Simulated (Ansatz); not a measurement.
**Thermal properties of MgS from its phonons**

Method: Ansatz, DFT PBE, scalar-relativistic, plane waves, PAW. Plane waves to 420 eV; Γ-centred k mesh 8×8×8; fixed occupations. No spin polarisation. Phonons by linear response, acoustic sum rule imposed.

Relaxed structure:
```
Mg S
1.0
     0.00000    2.61486    2.61486
     2.61486    0.00000    2.61486
     2.61486    2.61486    0.00000
Mg S
1 1
Direct
  0.00000 0.00000 0.00000
  0.50000 0.50000 0.50000
```

It was relaxed at this level from a cell as deposited in COD.

Force constants from linear response on a 4×4×4 q mesh, interpolated to a fine mesh.

**Question.** What is the zero-point energy per atom?

**Answer.** 40.3 meV.

**Question.** How large are the vibrational entropy and heat capacity at 300 K?

**Answer.** S = 3.17 k_B and C_V = 2.73 k_B per atom, 91 % of the Dulong–Petit value.

**Question.** Tabulate them against temperature.

**Answer.**
| T (K) | F_vib (meV/atom) | S (k_B/atom) | C_V (k_B/atom) |
| --- | --- | --- | --- |
| 100 | 38.4 | 0.73 | 1.46 |
| 200 | 26.0 | 2.12 | 2.44 |
| 300 | 3.0 | 3.17 | 2.73 |
| 400 | -27.9 | 3.97 | 2.84 |
| 500 | -65.0 | 4.61 | 2.90 |
| 600 | -107.1 | 5.14 | 2.93 |
| 700 | -153.5 | 5.60 | 2.95 |
| 800 | -203.5 | 5.99 | 2.96 |
| 900 | -256.6 | 6.34 | 2.97 |
| 1000 | -312.6 | 6.65 | 2.97 |
